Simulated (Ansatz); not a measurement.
## SiO2: the gap against volume

SiO2, I-42d, a = 5.027 Å, c = 7.379 Å. This isn't the usual stable structure of the compound. Ansatz: PBE, PAW, 420 eV, Γ-centred 6×6×6 mesh on 6 atoms, Gaussian smearing 0.02 eV; no spin polarisation. Shape and atoms are relaxed at each volume; x = ln(V/V0) with V0 = 15.537 Å³/atom. The gap is read at the mesh points alone.

| x | gap y (eV) |
| --- | --- |
| -0.1278 | 6.165 |
| -0.0943 | ? |
| -0.0619 | 5.944 |
| -0.0305 | 5.839 |
| 0.0000 | 5.734 |
| 0.0296 | 5.633 |
| 0.0583 | 5.534 |
| 0.0953 | 5.401 |

Question: Fit a straight line to the other rows, give the volume deformation potential of the gap and its pressure coefficient, and predict the missing gap. B0 = 24.3 GPa.

Answer: Means x = -0.005286, y = 5.7500; Σ(Δx)² = 0.03426, ΣΔxΔy = -0.1171; the slope is their ratio. y = 5.7319 − 3.4176 x. The slope is the deformation potential a = dE_g/d ln V = -3.42 eV, and dE_g/dP = −a/B0 = 141 meV/GPa. At x = -0.0943 the fit asked for gives 6.054 eV. The run gave 6.052 eV, so the fit is 0.002 eV too high, within the rms miss on the fitted rows (0.003 eV).

Semilocal functionals give gaps under the measured ones; changes of the gap mostly carry over better.